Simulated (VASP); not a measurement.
# Ag (Im-3m) in VASP: settings compared, part 2 of 2

VASP 6.6.1.

### Step 3. Relaxation of cell and atoms, PBE

The input, INCAR:

```
ALGO = Fast
EDIFF = 1E-6
EDIFFG = -0.005
ENCUT = 600
GGA = PE
IBRION = 2
ISIF = 3
ISMEAR = -1
LASPH = T
LCHARG = F
LREAL = F
LWAVE = F
NELM = 100
NSW = 40
PREC = Accurate
SIGMA = 0.05
```

The input, KPOINTS:

```
k-points
0
Gamma
  6 6 6
```

The input, POSCAR:

```
Ag
1.0
   -1.6556540000      1.6556540000      1.6556540000
    1.6556540000     -1.6556540000      1.6556540000
    1.6556540000      1.6556540000     -1.6556540000
Ag
1
Direct
    0.0000000000      0.0000000000      0.0000000000
```

Potentials or basis: VASP PAW PBE potentials, release 64 (Ag).

Launch:

```bash
cat potpaw_PBE.64/Ag/POTCAR > POTCAR
mpirun -np 1 vasp_std > vasp.out
```

OUTCAR:

```text
EDIFF = 1E-6
   EDIFFG = -0.005
   ENCUT = 600
   GGA = PE
   IBRION = 2
   ISIF = 3
   ISMEAR = -1
   LASPH = T
   LREAL = F
   NELM = 100
   NSW = 40
   PREC = Accurate

 ion  position               nearest neighbor table
   1  0.000  0.000  0.000-

  LATTYP: Found a body centered cubic cell.
 ALAT       =     3.3113080000

  Lattice vectors:

 A1 = (  -1.6556540000,   1.6556540000,   1.6556540000)
 A2 = (   1.6556540000,  -1.6556540000,   1.6556540000)
 A3 = (   1.6556540000,   1.6556540000,  -1.6556540000)

Analysis of symmetry for initial positions (statically):
=====================================================================
 Subroutine PRICEL returns:
 Original cell was already a primitive cell.

 Routine SETGRP: Setting up the symmetry group for a
 body centered cubic supercell.

 Subroutine GETGRP returns: Found 48 space group operations
 (whereof 48 operations were pure point group operations)
 out of a pool of 48 trial point group operations.

The static configuration has the point symmetry O_h .

Analysis of symmetry for dynamics (positions and initial velocities):
=====================================================================
 Subroutine PRICEL returns:
 Original cell was already a primitive cell.

 Routine SETGRP: Setting up the symmetry group for a
 body centered cubic supercell.

 Subroutine GETGRP returns: Found 48 space group operations
 (whereof 48 operations were pure point group operations)
 out of a pool of 48 trial point group operations.

The dynamic configuration has the point symmetry O_h .

 Subroutine INISYM returns: Found 48 space group operations
 (whereof 48 operations are pure point group operations),
 and found     1 'primitive' translations

----------------------------------------------------------------------------------------

                                     Primitive cell

  volume of cell :      18.1538

  direct lattice vectors                    reciprocal lattice vectors
    -1.655654000  1.655654000  1.655654000     0.000000000  0.301995465  0.301995465
[... 89 lines left out ...]
   EFERMI =   0.00;   METHOD = LEGACY
   ISMEAR =    -1;   SIGMA  =   0.05  broadening in eV -4-tet -1-fermi 0-gaus
   EFERMI_NEDOS =   21; number of points for ismear=-14 and -15
   IALGO  =     68    algorithm
   IMIX   =      4    mixing-type and parameters
     AMIX     =   0.40;   BMIX     =  1.00
     AMIX_MAG =   1.60;   BMIX_MAG =  1.00
  volume/ion in A,a.u.               =      18.15       122.51
  Fermi-wavevector in a.u.,A,eV,Ry     =   1.385318  2.617871 26.111022  1.919106
  Thomas-Fermi vector in A             =   2.509739
   LORBIT       =      0    0 simple, 1 ext, 2 COOP (PROOUT), +10 PAW based schemes
   GGA     = PE    functional components
   LHFCALC =     F    Hartree Fock is set to
   AEXX    =    0.0000 exact exchange contribution
   IVDW    =     0    specifies the selected vdW correction
   LEPSILON=     F    determine dielectric tensor
   LRPA    =     F    only Hartree local field effects (RPA)
 conjugate gradient relaxation of ions
 non-spin polarized calculation
 RMM-DIIS sequential band-by-band and
  energy-cutoff  :      600.00
  volume of cell :       18.15
 maximum number of plane-waves:       620
   NGX = 11   NGY = 11   NGZ = 11

--------------------------------------- Ionic step        1  -------------------------------------------

 number of electron      11.0000001 magnetization

 Free energy of the ion-electron system (eV)
  ---------------------------------------------------
  ext. energy  EPLUGINS =         0.00000000
  ---------------------------------------------------
  free energy    TOTEN  =        -2.59934720 eV

  energy without entropy =       -2.58397907  energy(sigma->0) =       -2.59166314

------------------------ aborting loop because EDIFF is reached ----------------------------------------

  FORCE on cell =-STRESS in cart. coord.  units (eV):
  Direction    XX          YY          ZZ          XY          YZ          ZX
  --------------------------------------------------------------------------------------
  -------------------------------------------------------------------------------------
  Total       -0.0771284     -0.0771284     -0.0771284      0.0000000      0.0000000      0.0000000
  in kB       -6.8070056     -6.8070056     -6.8070056      0.0000000      0.0000000      0.0000000
  external PRESSURE =      -6.8070056 kB  Pullay stress =       0.0000000 kB
[... 92 lines left out ...]
--------------------------------------- Ionic step        4  -------------------------------------------

 number of electron      11.0000003 magnetization

 Free energy of the ion-electron system (eV)
  ---------------------------------------------------
  ext. energy  EPLUGINS =         0.00000000
  ---------------------------------------------------
  free energy    TOTEN  =        -2.59975874 eV

  energy without entropy =       -2.58476425  energy(sigma->0) =       -2.59226150

 E-fermi :   7.8758     XC(G=0): -11.8979

 val. band max:        7.7696322451   @ k =   0.5000   0.0000   0.0000
 cond. band min:       7.9120823426   @ k =   0.3333   0.1667   0.0000
 fundamental gap:      0.1424500974
 Fermi energy:         7.8757611809

 k-point     1 :       0.0000    0.0000    0.0000
  band No.  band energies     occupation
      1       0.3304      2.00000
      2       2.9621      2.00000
      3       2.9621      2.00000
      4       2.9621      2.00000
      5       4.1820      2.00000
      6       4.1820      2.00000
      7      25.4955      0.00000
      8      25.4955      0.00000
      9      25.4955      0.00000
[... 206 lines left out ...]
  FREE ENERGIE OF THE ION-ELECTRON SYSTEM (eV)
  ---------------------------------------------------
  free  energy   TOTEN  =        -2.5997587441 eV

  energy  without entropy=       -2.5847642500  energy(sigma->0) =       -2.59226150

 reached required accuracy - stopping structural energy minimisation
```

OSZICAR:

```text
N       E                     dE             d eps       ncg     rms          rms(c)
DAV:   1     0.511731917690E+02    0.51173E+02   -0.62610E+03   296   0.124E+03
DAV:   2    -0.236965085477E+01   -0.53543E+02   -0.51214E+02   309   0.215E+02
DAV:   3    -0.284192011613E+01   -0.47227E+00   -0.47210E+00   341   0.253E+01
[... 25 lines left out ...]
DAV:   1    -0.259988990981E+01   -0.13349E-03   -0.23680E-03   292   0.593E-01    0.768E-02
RMM:   2    -0.259976310957E+01    0.12680E-03   -0.30172E-04   288   0.196E-01    0.226E-02
RMM:   3    -0.259976063817E+01    0.24714E-05   -0.47713E-06   268   0.284E-02    0.158E-02
RMM:   4    -0.259975869169E+01    0.19465E-05   -0.98665E-07   203   0.125E-02    0.124E-03
RMM:   5    -0.259975874408E+01   -0.52387E-07   -0.10796E-07   146   0.348E-03
   4 F= -.25997587E+01 E0= -.25922615E+01  d E =-.411543E-03
```

CONTCAR:

```text
Ag
   1.00000000000000
    -1.6505707504755938    1.6505707504755938    1.6505707504755938
     1.6505707504755938   -1.6505707504755938    1.6505707504755938
     1.6505707504755938    1.6505707504755938   -1.6505707504755938
  Ag
     1
Direct
     0.0000000000000000    0.0000000000000000    0.0000000000000000

  0.00000000E+00  0.00000000E+00  0.00000000E+00
```

Wall time 7.3 s (1 thread of Intel Xeon 6975P-C (Granite Rapids), shared host); peak memory 0.14 GiB.

The run converged, but some of its settings lie outside the range that counts as converged (typed here: k = 6 × 6 × 6), so its numbers aren't taken as properties of the crystal.

Results:

| Property | Result |
| --- | --- |
| Free energy | -2.5998 eV |
| Relaxed volume | 17.99 Å³/atom |
| Relaxed cell | a = 2.859 Å, b = 2.859 Å, c = 2.859 Å, α = 109.47°, β = 109.47°, γ = 109.47° |
| Space group after relaxing (to 0.05 Å) | Im-3m (No. 229) |
| Energy gained by relaxing | 0.4 meV/atom |
| Ionic steps | 4 |
| Pressure after relaxing | 0.0 GPa |
| Band gap on the k mesh | none (metal or under the smearing width) |

Caveat: the k mesh is coarse (spacing up to 0.45 Å⁻¹), so the values aren't converged.

### Step 4. Relaxation of cell and atoms, r2SCAN

The input, INCAR:

```
SYSTEM = Ag
ALGO = Normal
EDIFF = 1E-7
EDIFFG = -0.02
ENCUT = 600
IBRION = 2
ISIF = 3
ISMEAR = 1
LASPH = .True.
LCHARG = .False.
LMIXTAU = .True.
LREAL = .False.
LWAVE = .False.
METAGGA = R2SCAN
NELM = 80
NSW = 60
PREC = Accurate
SIGMA = 0.1
```

The input, KPOINTS:

```
k-points
0
Gamma
  11 11 11
  0 0 0
```

POSCAR is that of step 3.

Launch:

```bash
cat potpaw_PBE.64/Ag/POTCAR > POTCAR
mpirun -np 1 vasp_std > vasp.out
```

Run time: 40 s. Hardware: 1 thread of Intel Xeon 6975P-C (Granite Rapids), shared host; peak memory 0.16 GiB.

It converged, with:

| Item | Value |
| --- | --- |
| Free energy | -21.3332 eV |
| Relaxed volume | 17.45 Å³/atom |
| Relaxed cell | a = 2.830 Å, b = 2.830 Å, c = 2.830 Å, α = 109.47°, β = 109.47°, γ = 109.47° |
| Space group after relaxing (to 0.05 Å) | Im-3m (No. 229) |
| Energy gained by relaxing | 8.4 meV/atom |
| Ionic steps | 3 |
| Pressure after relaxing | 0.0 GPa |
| Band gap on the k mesh | none (metal or under the smearing width) |

Step by step:
```csv
step,energy change (eV),largest force (eV/Å),pressure (GPa),volume (Å³)
1,0.0000,0.0000,-3.64,18.15
2,-0.0059,0.0000,2.30,17.09
3,-0.0084,0.0000,0.01,17.45
```

Final structure:
```cif
data_structure
_symmetry_space_group_name_H-M 'P 1'
_symmetry_Int_Tables_number 1
_cell_length_a 2.8302
_cell_length_b 2.8302
_cell_length_c 2.8302
_cell_angle_alpha 109.471
_cell_angle_beta 109.471
_cell_angle_gamma 109.471
_cell_volume 17.45
loop_
_atom_site_label
_atom_site_type_symbol
_atom_site_fract_x
_atom_site_fract_y
_atom_site_fract_z
_atom_site_occupancy
Ag1 Ag 0.00000 0.00000 0.00000 1
```

Levels at points of the mesh, in eV from the Fermi level:
| k point | band 2 | band 3 | band 4 | band 5 | band 6 | band 7 | band 8 | band 9 |
| --- | --- | --- | --- | --- | --- | --- | --- | --- |
| (0.00, 0.00, 0.00) | -5.15 | -5.15 | -5.15 | -3.84 | -3.84 | 18.65 | 18.65 | 18.65 |

Caveat: the PAW data sets were made with another functional, which shifts forces and pressure a little.

### Step 5. For comparison

An earlier run on the cell as given: functional PBE; potentials or basis VASP PAW PBE potentials, release 64 (Ag); cutoff 520 eV; k mesh 11 × 11 × 11; occupations fermi-dirac, width 0.05 eV; no spin polarisation.

* Pressure: -0.9 GPa
* Band gap on the k mesh: none (metal or under the smearing width)

### Step 6. Summary

| task | level | potentials or basis | cell | cutoff (eV) | smearing | gap on the mesh (eV) | pressure (GPa) | relaxed volume (Å³/atom) |
| --- | --- | --- | --- | --- | --- | --- | --- | --- |
| relaxation of cell and atoms | PBE | VASP PAW PBE potentials, release 54 (Ag) | relaxed | 600 | fermi-dirac 0.05 eV | none | 0.0 | 17.96 |
| relaxation of cell and atoms | r2SCAN | VASP PAW PBE potentials, release 64 (Ag) | relaxed | 600 | methfessel-paxton 0.1 eV | none | 0.0 | 17.45 |
| single point | PBE | VASP PAW PBE potentials, release 64 (Ag) | as given | 520 | fermi-dirac 0.05 eV | none | -0.9 | - |

Alike in all rows: no spin polarisation; k mesh 11 × 11 × 11.

Caveats: the PAW data sets were made with another functional, which shifts forces and pressure a little (some runs).

Total energies depend on the potentials used, so only differences within one code and one set of settings carry meaning.
